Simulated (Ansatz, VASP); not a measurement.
## Pb in VASP and in Ansatz

```xyz
1
Lattice="0.0000 2.4750 2.4750 2.4750 0.0000 2.4750 2.4750 2.4750 0.0000" Properties=species:S:1:pos:R:3 pbc="T T T"
Pb    0.0000    0.0000    0.0000
```

Alike in both runs: functional PBE; dispersion D4; k mesh 6 × 6 × 6; no spin polarisation.

```csv
,VASP,Ansatz
version,VASP 6.6.1,Ansatz 0.2.0
potentials or method,"VASP PAW PBE potentials, release 64 (Pb_d)",SSSP efficiency PAW
plane-wave cutoff (eV),520,544
occupations,"methfessel-paxton of order 1, width 0.05 eV","cold, width 0.05 eV"
valence electrons in the cell,14,14
task,single point,band structure
```

VASP gave:

- gap on the k mesh at the Fermi level (eV): none
- pressure (GPa): 1.0
- dispersion energy (meV/atom): -430.8

**Question.** Estimate Ansatz's values.

**Answer.** gap on the k mesh at the Fermi level (eV): none; pressure (GPa): 1.1; dispersion energy (meV/atom): -431.0.

A gap of «none» marks a metal or a gap that the smearing closes.

Caveats: the k mesh is coarse (spacing up to 0.37 Å⁻¹), so the values aren't converged; pairwise dispersion overbinds metals, which lowers pressure and volume; the pressure holds a Pulay correction of +0.4 GPa for the finite cutoff (Ansatz); spin-orbit coupling is left out, which moves the levels of the heavy elements (Ansatz). The runs have no spin-orbit coupling, so splittings on Pb are missing.
